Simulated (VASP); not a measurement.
Input of a VASP 6.6.1 run:

The input POSCAR:

```
PtSe2                                   
1.0
    3.7240000000      0.0000000000      0.0000000000
   -1.8620000000      3.2250786000      0.0000000000
    0.0000000000      0.0000000000      5.0620000000
  Pt              Se            
     1     2
Direct
     0.0000000000000000    0.0000000000000000    0.0000000000000000
     0.3333333300000021    0.6666666699999979    0.2593833626157353
     0.6666666699999979    0.3333333300000021    0.7406166373842648
```

INCAR.step1

```
ALGO = Normal
EDIFF = 1E-5
ENCUT = 520
GGA = PE
ISIF = 2
ISMEAR = 0
KPAR = 4
LASPH = T
LCHARG = F
LMAXMIX = 4
LREAL = F
LWAVE = T
NELM = 60
PREC = Accurate
SIGMA = 0.02
```

File INCAR.step2:

```
ALGO = Normal
EDIFF = 1E-7
ENCUT = 520
GGA = PE
HFSCREEN = 0.2
ISIF = 2
ISMEAR = 0
ISTART = 1
KPAR = 4
LASPH = T
LCHARG = F
LHFCALC = T
LMAXMIX = 4
LREAL = F
LWAVE = F
NELM = 60
PREC = Accurate
PRECFOCK = Fast
SIGMA = 0.02
```

Contents of KPOINTS:

```
k-points
0
Gamma
  6 6 4
```

KPOINTS_OPT

```
path GMKGALHA,LM,KH
8
line-mode
reciprocal
 0.0000000000  0.0000000000  0.0000000000  G
 0.5000000000  0.0000000000  0.0000000000  M

 0.5000000000  0.0000000000  0.0000000000  M
 0.3333333333  0.3333333333  0.0000000000  K

 0.3333333333  0.3333333333  0.0000000000  K
 0.0000000000  0.0000000000  0.0000000000  G

 0.0000000000  0.0000000000  0.0000000000  G
 0.0000000000  0.0000000000  0.5000000000  A

 0.0000000000  0.0000000000  0.5000000000  A
 0.5000000000  0.0000000000  0.5000000000  L

 0.5000000000  0.0000000000  0.5000000000  L
 0.3333333333  0.3333333333  0.5000000000  H

 0.3333333333  0.3333333333  0.5000000000  H
 0.0000000000  0.0000000000  0.5000000000  A

 0.5000000000  0.0000000000  0.5000000000  L
 0.5000000000  0.0000000000  0.0000000000  M

 0.3333333333  0.3333333333  0.0000000000  K
 0.3333333333  0.3333333333  0.5000000000  H
```

Potentials or basis: VASP PAW PBE potentials, release 64 (Pt, Se).

Command:

```bash
$ cat potpaw_PBE.64/Pt/POTCAR potpaw_PBE.64/Se/POTCAR > POTCAR
$ cp INCAR.step1 INCAR
$ mpirun -np 4 vasp_std > vasp.out
$ cp INCAR.step2 INCAR
$ mpirun -np 4 vasp_std > vasp.out
```

Question: Estimate the band gap along the path.

Answer: None (metal or under the smearing width).

Question: Predict the largest force.

Answer: 0.545 eV/Å.

Question: Estimate the pressure.

Answer: -0.4 GPa.

Stress tensor (GPa, compression positive):
```
-0.32  0.00  0.00
 0.00 -0.32  0.00
 0.00  0.00 -0.51
```

Caveat: the PAW data sets were made with another functional, which shifts forces and pressure a little; spin-orbit coupling is left out, which moves the levels of the heavy elements.
